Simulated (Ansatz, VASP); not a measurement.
# GdO in VASP and in Ansatz

File INCAR:

```
SYSTEM = GdO
PREC = Accurate
ENCUT = 520
EDIFF = 1E-6
ISMEAR = -1
SIGMA = 0.1
LREAL = .FALSE.
LASPH = .TRUE.
NELM = 150
ALGO = Normal
ISIF = 2
LWAVE = .FALSE.
LCHARG = .FALSE.
ISPIN = 2
MAGMOM = 7 0
LORBIT = 11
LMAXMIX = 6
GGA = PS
NBANDS = 23
```

File KPOINTS:

```
regular mesh
0
G
  9 9 9
  0 0 0
```

Contents of POSCAR:

```
GdO
1.0
    0.0000000000      2.6542284457      2.6542284457
    2.6542284457      0.0000000000      2.6542284457
    2.6542284457      2.6542284457      0.0000000000
Gd O
1 1
Direct
    0.0000000000      0.0000000000      0.0000000000
    0.2500000000      0.2500000000      0.2500000000
```

Input for Ansatz:

```yaml
crystal:
  lattice:
    - [0.0, 2.6542284457272083, 2.6542284457272083]
    - [2.6542284457272083, 0.0, 2.6542284457272083]
    - [2.6542284457272083, 2.6542284457272083, 0.0]
  atoms:
    - { symbol: Gd, position: [0.0, 0.0, 0.0], spin: 7.0 }
    - { symbol: O, position: [0.25, 0.25, 0.25] }
basis:
  ecutwfc: 450.0
kpoints:
  mp_grid:
    grid: [9, 9, 9]
hamiltonian:
  xc: pbesol
  pseudopotentials:
    kind: paw
magnetization:
  spin_polarized: true
scf:
  occupations:
    method: fermi_dirac
    width: 0.1
```

Alike in both runs: task single point; functional PBEsol; k mesh 9 × 9 × 9; occupations fermi-dirac, width 0.1 eV; collinear spin.

|  | VASP | Ansatz |
| --- | --- | --- |
| version | VASP 6.6.1 | Ansatz 0.2.0 |
| potentials or method | VASP PAW PBE potentials, release 64 (Gd, O) | plane waves, PAW |
| plane-wave cutoff (eV) | 520 | 450 |
| valence electrons in the cell | 24 | 24 |

|  | VASP | Ansatz | Ansatz less VASP |
| --- | --- | --- | --- |
| net moment per atom (μB) | 3.73 | 3.72 | -0.007 |
| size of the moment on the site where the two differ most (μB) | 6.84 | 6.77 | -0.070 |

Site moments also hang on the region over which each program counts them. The functional is the same, so the differences come from potentials, cutoffs and numerics.

Caveats: a cell with one magnetic atom can't hold antiferromagnetic order, which such compounds often take. The state reached can hang on the start; a lower one may exist.
